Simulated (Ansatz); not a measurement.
# Sn: pressure against volume per atom

Results calculated with Ansatz 0.2.0, not measured. Periodic Kohn-Sham DFT of a crystal at fixed atoms; pressure and stress are positive in compression; the energy is the free energy less that of spherical unpolarised free atoms; site moments are those in the method's own spheres, positive along +z.

Cell of the first row (space group Immm, No. 71):
```
Sn
1.0
     -1.7032     1.7516     2.3067
      1.7032    -1.7516     2.3067
      1.7032     1.7516    -2.3067
Sn
1
Direct
  0.00000 0.00000 0.00000
```

Settings of every row: method frozen-core PAW; functional PBEsol; relativity scalar; k mesh 16x16x16; filling fermi-dirac; smearing width 0.03 eV; wave cutoff 420 eV; paw set soft_2.

Atom start moment: 0 on all atoms.

Limits: PAW files made with PBE; the cell comes from a prototype or a list of computed structures and needn't be the stable phase.

| row | volume per atom (Å³) | pressure (GPa) |
| --- | --- | --- |
| 1 | 27.526 | -1.914 |
| 2 | 28.1 | -2.792 |
| 3 | 28.673 | -3.574 |
| 4 | 29.247 | ? |
| 5 | 29.82 | -4.906 |

Question: what pressure should row 4 give?

Worked fit of pressure. Take u = (V_r/V)^(2/3) − 1 with V_r = 28.386 Å³ an atom, which is twice the finite (Eulerian) strain; such expansions in the strain, on which the Birch-Murnaghan equation of state is built, carry the rest volume and the bulk modulus. The shown rows have u = 0.02072, 0.00677, -0.00668, -0.03232. Least squares give pressure = −3.1929 + 58.301 × u + 164.04 × u² GPa; a straight line predicts inner rows, each left out in turn, worse (root mean square 0.072 against 0.0027 GPa). The rows lie off it by 0.000, -0.001, 0.001, 0.000. The withheld row has u = -0.01972, so the fit gives −3.1929 + 58.301 × (-0.01972) + 164.04 × (-0.01972)² = -4.279 GPa.

The calculation gave -4.275 GPa. The fit lies 0.004 GPa (0.13 % of the column's range) below it; its largest miss of a shown row is 0.001 GPa.
